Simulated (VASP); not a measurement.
# CdTe (F-43m) in VASP: a series of runs

Aim: see how the results for CdTe move with the level of theory and the settings. Levels: PBEsol, PBE. Tasks: relaxation of cell and atoms, single point.

All numbers are computed with VASP 6.6.1; they aren't measurements. Logs are shortened: lines on timing, memory, paths and dates and some standing lists are left out, and cuts for length are marked.

**What was measured.**

A printed reference work, data compilation reports, for a bulk crystal of CdTe at 0 K: band gap 1.607 eV.

How close the calculation comes is told below.

## Step 1: The cell of the first run

It takes space group F-43m (No. 216, cubic). Conventional cell: a = 6.489 Å, b = 6.489 Å, c = 6.489 Å, α = 90.00°, β = 90.00°, γ = 90.00°. Within 3.7 Å of Cd (site symmetry -43m) lie 4 Te at 2.81 Å. Within 3.7 Å of Te (site symmetry -43m) lie 4 Cd at 2.81 Å.

## Step 2: Relaxation of cell and atoms, PBEsol, target pressure 25 GPa, at which the enthalpy is minimised

Contents of INCAR:

```
SYSTEM = CdTe
  ALGO = Normal
  EDIFF = 1E-7
  EDIFFG = -0.001
  ENCUT = 600
  GGA = PS
  IBRION = 2
  ISIF = 3
  ISMEAR = 0
  LASPH = .True.
  LCHARG = .False.
  LREAL = .False.
  LWAVE = .False.
  NELM = 60
  NSW = 80
  PREC = Accurate
  PSTRESS = 250.0
  SIGMA = 0.01
```

Contents of KPOINTS:

```
k-points
0
Gamma
  8 8 8
  0 0 0
```

Contents of POSCAR:

```
CdTe
1.0
    0.0000000000      3.2446715274      3.2446715274
    3.2446715274      0.0000000000      3.2446715274
    3.2446715274      3.2446715274      0.0000000000
Cd Te
1 1
Direct
    0.0000000000      0.0000000000      0.0000000000
    0.7500000000      0.7500000000      0.7500000000
```

Potentials or basis: VASP PAW PBE potentials, release 64 (Cd, Te).

Run with:

```console
$ cat potpaw_PBE.64/Cd/POTCAR potpaw_PBE.64/Te/POTCAR > POTCAR
$ mpirun -np 1 vasp_std > vasp.out
```

OUTCAR:

```text
SYSTEM = CdTe
   EDIFF = 1E-7
   EDIFFG = -0.001
   ENCUT = 600
   GGA = PS
   IBRION = 2
   ISIF = 3
   ISMEAR = 0
   LASPH = .True.
   LREAL = .False.
   NELM = 60
   NSW = 80
   PREC = Accurate
   PSTRESS = 250.0

 ion  position               nearest neighbor table
   1  0.000  0.000  0.000-   2 2.81   2 2.81   2 2.81   2 2.81
   2  0.750  0.750  0.750-   1 2.81   1 2.81   1 2.81   1 2.81

  LATTYP: Found a face centered cubic cell.
 ALAT       =     6.4893430548

  Lattice vectors:

 A1 = (   0.0000000000,   3.2446715274,   3.2446715274)
 A2 = (   3.2446715274,   0.0000000000,   3.2446715274)
 A3 = (   3.2446715274,   3.2446715274,   0.0000000000)

Analysis of symmetry for initial positions (statically):
=====================================================================
 Subroutine PRICEL returns:
 Original cell was already a primitive cell.

 Routine SETGRP: Setting up the symmetry group for a
 face centered cubic supercell.

 Subroutine GETGRP returns: Found 24 space group operations
 (whereof 24 operations were pure point group operations)
 out of a pool of 48 trial point group operations.

The static configuration has the point symmetry T_d .

Analysis of symmetry for dynamics (positions and initial velocities):
=====================================================================
 Subroutine PRICEL returns:
 Original cell was already a primitive cell.

 Routine SETGRP: Setting up the symmetry group for a
 face centered cubic supercell.

 Subroutine GETGRP returns: Found 24 space group operations
 (whereof 24 operations were pure point group operations)
 out of a pool of 48 trial point group operations.

The dynamic configuration has the point symmetry T_d .

 Subroutine INISYM returns: Found 24 space group operations
 (whereof 24 operations are pure point group operations),
 and found     1 'primitive' translations

----------------------------------------------------------------------------------------

                                     Primitive cell

  volume of cell :      68.3191

  direct lattice vectors                    reciprocal lattice vectors
     0.000000000  3.244671527  3.244671527    -0.154098803  0.154098803  0.154098803
     3.244671527  0.000000000  3.244671527     0.154098803 -0.154098803  0.154098803
     3.244671527  3.244671527  0.000000000     0.154098803  0.154098803 -0.154098803

  length of vectors
     4.588658479  4.588658479  4.588658479     0.266906957  0.266906957  0.266906957

  position of ions in fractional coordinates (direct lattice)
[... 78 lines left out ...]
   NELM   =     60;   NELMIN=  2; NELMDL= -5     # of ELM steps
   EDIFF  = 0.1E-06   stopping-criterion for ELM
   LREAL  =      F    real-space projection
   EDIFFG = -.1E-02   stopping-criterion for IOM
   NSW    =     80    number of steps for IOM
   IBRION =      2    ionic relax: 0-MD 1-quasi-New 2-CG
   NFREE  =      1    steps in history (QN), initial steepest desc. (CG)
   ISIF   =      3    stress and relaxation
   ISYM   =      2    0-nonsym 1-usesym 2-fastsym
   POTIM  = 0.5000    time-step for ionic-motion
   TEBEG  =    0.0;   TEEND  =   0.0 temperature during run
   PSTRESS=  250.0 pullay stress
   NELECT =      18.0000    total number of electrons
   NUPDOWN=      -1.0000    fix difference up-down
   EMIN   =  10.00;   EMAX   =-10.00  energy-range for DOS
   EFERMI =   0.00;   METHOD = LEGACY
   ISMEAR =     0;   SIGMA  =   0.01  broadening in eV -4-tet -1-fermi 0-gaus
   EFERMI_NEDOS =   21; number of points for ismear=-14 and -15
   IALGO  =     38    algorithm
   IMIX   =      4    mixing-type and parameters
     AMIX     =   0.40;   BMIX     =  1.00
     AMIX_MAG =   1.60;   BMIX_MAG =  1.00
  volume/ion in A,a.u.               =      34.16       230.52
  Fermi-wavevector in a.u.,A,eV,Ry     =   1.049506  1.983279 14.986312  1.101463
  Thomas-Fermi vector in A             =   2.184471
   LORBIT       =      0    0 simple, 1 ext, 2 COOP (PROOUT), +10 PAW based schemes
   GGA     = PS    functional components
   LHFCALC =     F    Hartree Fock is set to
   AEXX    =    0.0000 exact exchange contribution
   IVDW    =     0    specifies the selected vdW correction
   LEPSILON=     F    determine dielectric tensor
   LRPA    =     F    only Hartree local field effects (RPA)
 conjugate gradient relaxation of ions
 non-spin polarized calculation
 Gauss-broadening in eV      SIGMA  =   0.01
  energy-cutoff  :      600.00
  volume of cell :       68.32
 maximum number of plane-waves:      2292
 NGX is ok and might be reduce to    40
   NGX = 19   NGY = 19   NGZ = 19

--------------------------------------- Ionic step        1  -------------------------------------------

 number of electron      17.9999998 magnetization

 Free energy of the ion-electron system (eV)
  ---------------------------------------------------
  ext. energy  EPLUGINS =         0.00000000
  ---------------------------------------------------
  free energy    TOTEN  =        -5.48938436 eV

  energy without entropy =       -5.48938436  energy(sigma->0) =       -5.48938436

------------------------ aborting loop because EDIFF is reached ----------------------------------------

  FORCE on cell =-STRESS in cart. coord.  units (eV):
  Direction    XX          YY          ZZ          XY          YZ          ZX
  --------------------------------------------------------------------------------------
  -------------------------------------------------------------------------------------
  Total        0.0525717      0.0525717      0.0525717      0.0000000      0.0000000      0.0000000
  in kB        1.2328779      1.2328779      1.2328779      0.0000000      0.0000000      0.0000000
  external PRESSURE =    -248.7671221 kB  Pullay stress =     250.0000000 kB
[... 872 lines left out ...]
      2      -4.3837      2.00000
      3      -4.3476      2.00000
      4      -4.0774      2.00000
      5      -4.0283      2.00000
      6      -3.2482      2.00000
      7      -0.8858      2.00000
      8       1.8941      2.00000
      9       2.9692      2.00000
     10       8.6827      0.00000
     11       9.1169      0.00000
     12      11.3234      0.00000
     13      12.7557      0.00000

 [... further k-points ...]

[... ionic steps 4 to 13 ...]

--------------------------------------- Ionic step       14  -------------------------------------------

 number of electron      18.0000003 magnetization

------------------------ aborting loop because EDIFF is reached ----------------------------------------
[... 71 lines left out ...]
--------------------------------------- Ionic step       16  -------------------------------------------

 number of electron      18.0000003 magnetization

 Free energy of the ion-electron system (eV)
  ---------------------------------------------------
  ext. energy  EPLUGINS =         0.00000000
  ---------------------------------------------------
  free energy    TOTEN  =        -4.45890655 eV

  energy without entropy =       -4.45890655  energy(sigma->0) =       -4.45890655

 E-fermi :   5.4990     XC(G=0): -10.1268

 val. band max:        5.4078803243   @ k =   0.0000   0.0000   0.0000
 cond. band min:       6.9548685260   @ k =   0.0000   0.0000   0.0000
 fundamental gap:      1.5469882018
 Fermi energy:         5.4990295644
[... 417 lines left out ...]
  energy  without entropy=       -4.4589065508  energy(sigma->0) =       -4.45890655

  enthalpy is  TOTEN    =         3.4908972826 eV   P V=        7.9498038333

 reached required accuracy - stopping structural energy minimisation
```

It took 3.9 min on 1 thread of Intel Xeon 6975P-C (Granite Rapids), shared host; peak memory 0.27 GiB.

Results:

* Free energy: -4.4589 eV
* Relaxed volume: 25.47 Å³/atom
* Relaxed cell: a = 4.161 Å, b = 4.161 Å, c = 4.161 Å, α = 60.00°, β = 60.00°, γ = 60.00°
* Space group after relaxing (to 0.05 Å): F-43m (No. 216)
* Energy change on relaxing (the enthalpy is what falls): +515.2 meV/atom
* Ionic steps: 16
* Pressure after relaxing: 25.0 GPa
* Band gap on the k mesh: 1.55 eV, direct

The path:
```tsv
step	energy change (eV)	largest force (eV/Å)	pressure (GPa)	volume (Å³)
1	0.0000	0.0000	0.12	68.32
2	16.5860	0.0000	304.82	28.15
3	0.6588	0.0000	18.06	53.73
4	0.8305	0.0000	21.33	52.33
5	1.0373	0.0000	25.13	50.90
6	0.9887	0.0000	24.25	51.22
7	0.9914	0.0000	24.29	51.20
8	0.9994	0.0000	24.44	51.15
9	0.9996	0.0000	24.44	51.15
10	1.0000	0.0000	24.45	51.15
11	1.0007	0.0000	24.46	51.14
12	1.0023	0.0000	24.49	51.13
13	1.0055	0.0000	24.55	51.11
14	1.0119	0.0000	24.67	51.07
15	1.0248	0.0000	24.90	50.98
16	1.0305	0.0000	25.00	50.95
```

Final structure:
```
Cd Te
1.0
     0.00000    2.94238    2.94238
     2.94238    0.00000    2.94238
     2.94238    2.94238    0.00000
Cd Te
1 1
Direct
  0.00000 0.00000 0.00000
  0.75000 0.75000 0.75000
```

Caveat: the cell is relaxed towards a set pressure, so the enthalpy falls and the energy may rise; the volume moved by over 15 % at a fixed basis, so the end points are rough; the PAW data sets were made with another functional, which shifts forces and pressure a little; spin-orbit coupling is left out, which moves the levels of the heavy elements. As with any semilocal functional, this PBEsol gap is likely too small.

## Step 3: Single point, PBEsol

Contents of INCAR:

```
SYSTEM = CdTe
PREC = Accurate ; ENCUT = 520
EDIFF = 1E-7 ; ISMEAR = 0
SIGMA = 0.05 ; LREAL = .False.
LASPH = .True. ; NELM = 80
ALGO = Normal ; ISIF = 2
LWAVE = .False. ; LCHARG = .False.
GGA = PS ; NBANDS = 16
```

Contents of KPOINTS:

```
Automatic mesh
0
Gamma
  8 8 8
  0 0 0
```

Contents of POSCAR:

```
CdTe
1.0
    0.0000000000      3.2446715277      3.2446715277
    3.2446715277      0.0000000000      3.2446715277
    3.2446715277      3.2446715277      0.0000000000
Cd Te
1 1
Direct
    0.0000000000      0.0000000000      0.0000000000
    0.7500000000      0.7500000000      0.7500000000
```

Potentials or basis: VASP PAW PBE potentials, release 64 (Cd, Te).

Run with:

```console
$ cat potpaw_PBE.64/Cd/POTCAR potpaw_PBE.64/Te/POTCAR > POTCAR
$ mpirun -np 1 vasp_std > vasp.out
```

It took 35 s on 1 thread of Intel Xeon 6975P-C, shared host; peak memory 0.22 GiB.

The run converged. Its results:

```
Free energy            : -5.4895 eV
Pressure               : 0.2 GPa
Band gap on the k mesh : 0.65 eV, direct
```

Levels at points of the mesh, in eV from the valence-band top:
```
           k point  band 5  band 6  band 7  band 8  band 9  band 10  band 11  band 12  band 13  band 14
(0.00, 0.00, 0.00)   -7.98   -7.98    0.00    0.00    0.00     0.65     4.55     4.55     4.55     7.29
(0.50, 0.00, 0.00)   -7.97   -7.64   -4.45   -0.78   -0.78     1.73     5.13     5.13     6.93     8.51
(0.50, 0.50, 0.00)   -7.95   -7.50   -4.33   -1.87   -1.87     2.50     2.60     8.70     9.05     9.05
```

Caveat: the PAW data sets were made with another functional, which shifts forces and pressure a little; spin-orbit coupling is left out, which moves the levels of the heavy elements.

## Step 4: Single point, PBE

This run uses another cell than the first one, of 36.22 Å³/atom, 1.060 times its volume.

Contents of INCAR:

```
SYSTEM = CdTe
ALGO = Normal
EDIFF = 1E-7
ENCUT = 520
GGA = PE
ISIF = 2
ISMEAR = 0
LASPH = .True.
LCHARG = .True.
LELF = .True.
LREAL = .False.
LVHAR = .True.
LWAVE = .False.
NBANDS = 16
NELM = 60
PREC = Accurate
SIGMA = 0.02
```

Contents of KPOINTS:

```
k-points
0
Gamma
  8 8 8
  0 0 0
```

Contents of POSCAR:

```
CdTe
1.0
    0.0000000000      3.3086867466      3.3086867466
    3.3086867466      0.0000000000      3.3086867466
    3.3086867466      3.3086867466      0.0000000000
Cd Te
1 1
Direct
    0.0000000000      0.0000000000      0.0000000000
    0.7500000000      0.7500000000      0.7500000000
```

Run with:

```console
$ cat potpaw_PBE.64/Cd/POTCAR potpaw_PBE.64/Te/POTCAR > POTCAR
$ mpirun -np 1 vasp_std > vasp.out
```

It took 41 s on 1 thread of Intel Xeon 6975P-C, shared host; peak memory 0.22 GiB.

It converged, with:

```
Free energy            : -4.8120 eV
Pressure               : 0.1 GPa
Band gap on the k mesh : 0.58 eV, direct
```

Levels at points of the mesh, in eV from the valence-band top:
```tsv
k point	band 7	band 8	band 9	band 10	band 11	band 12
(0.00, 0.00, 0.00)	0.00	0.00	0.00	0.58	4.64	4.64
(0.50, 0.00, 0.00)	-4.08	-0.69	-0.69	1.75	5.21	5.21
(0.50, 0.50, 0.00)	-4.01	-1.66	-1.66	2.67	2.74	8.51
```

Caveat: spin-orbit coupling is left out, which moves the levels of the heavy elements.

## Step 5: Single point, PBEsol

Contents of INCAR:

```
ALGO = Normal ; EDIFF = 1E-6
ENCUT = 520 ; GGA = PS
ISIF = 2 ; ISMEAR = 0
ISYM = 0 ; LASPH = True
LCHARG = True ; LELF = True
LREAL = False ; LVHAR = True
LWAVE = False ; NBANDS = 16
NELM = 60 ; PREC = Accurate
SIGMA = 0.05
```

Contents of KPOINTS:

```
Automatic mesh
0
Gamma
  8 8 8
  0.5 0.5 0.5
```

Contents of POSCAR:

```
CdTe
1.0
    0.0000000000      3.2446715270      3.2446715270
    3.2446715270      0.0000000000      3.2446715270
    3.2446715270      3.2446715270      0.0000000000
Cd Te
1 1
Direct
    0.0000000000      0.0000000000      0.0000000000
    0.7500000000      0.7500000000      0.7500000000
```

Run with:

```console
$ cat potpaw_PBE.64/Cd/POTCAR potpaw_PBE.64/Te/POTCAR > POTCAR
$ mpirun -np 1 vasp_std > vasp.out
```

It took 39 min on 1 thread of AMD EPYC 7R13, shared host; peak memory 1.1 GiB.

Results (log left out):

* Free energy: -5.4906 eV
* Pressure: 0.2 GPa
* Band gap on the k mesh: 1.11 eV, direct

Levels at points of the mesh, in eV from the valence-band top:
| k point | band 6 | band 7 | band 8 | band 9 | band 10 | band 11 | band 12 | band 13 |
| --- | --- | --- | --- | --- | --- | --- | --- | --- |
| (0.06, 0.06, 0.06) | -7.94 | -0.46 | 0.00 | 0.00 | 1.11 | 4.55 | 4.65 | 4.65 |

Caveat: the PAW data sets were made with another functional, which shifts forces and pressure a little; spin-orbit coupling is left out, which moves the levels of the heavy elements.

## Step 6: Overview

```tsv
task	level	cell	k mesh	cutoff (eV)	smearing	gap on the mesh (eV)	pressure (GPa)
relaxation of cell and atoms	PBEsol	relaxed to 25 GPa from a = 4.589 Å, angles 60.0°, 2 atoms	8 × 8 × 8	600	gaussian 0.01 eV	1.55	25.0
single point	PBEsol	a = 4.589 Å, angles 60.0°, 2 atoms	8 × 8 × 8	520	gaussian 0.05 eV	0.65	0.2
single point	PBE	a = 4.679 Å, angles 60.0°, 2 atoms	8 × 8 × 8	520	gaussian 0.02 eV	0.58	0.1
single point	PBEsol	a = 4.589 Å, angles 60.0°, 2 atoms	8 × 8 × 8, shifted	520	gaussian 0.05 eV	1.11	0.2
```

Alike in all rows: potentials or basis VASP PAW PBE potentials, release 64 (Cd, Te); no spin polarisation.

Caveats: spin-orbit coupling is left out, which moves the levels of the heavy elements; the PAW data sets were made with another functional, which shifts forces and pressure a little (some runs); the cell is relaxed towards a set pressure, so the enthalpy falls and the energy may rise (some runs); the volume moved by over 15 % at a fixed basis, so the end points are rough (some runs).

Total energies depend on the potentials used, so only differences within one code and one set of settings carry meaning.

## Step 7: Against experiment

Step 3. Measured gap of CdTe: 1.607 eV (0 K; a printed reference work, data compilation). This calculation gives 0.65 eV (-0.96 eV). Spin-orbit coupling on Cd, Te is left out. The value is that of PBEsol, without temperature or zero-point motion. Semilocal functionals fall short of measured gaps as a rule.

Step 4. Against the measured gap of CdTe, 1.607 eV (0 K; a printed reference work, data compilation), the calculated 0.58 eV is off by -1.02 eV. So large a miss can be the level of theory's own, or it may mean another phase, state or a wrong row. Spin-orbit coupling on Cd, Te is left out. The value is that of PBE, without temperature or zero-point motion. Semilocal functionals fall short of measured gaps as a rule.

Step 5. Against the measured gap of CdTe, 1.607 eV (0 K; a printed reference work, data compilation), the calculated 1.11 eV is off by -0.50 eV. Spin-orbit coupling on Cd, Te is left out. The value is that of PBEsol on a finite k mesh, which can miss the band edges, without temperature or zero-point motion. Semilocal functionals fall short of measured gaps as a rule.
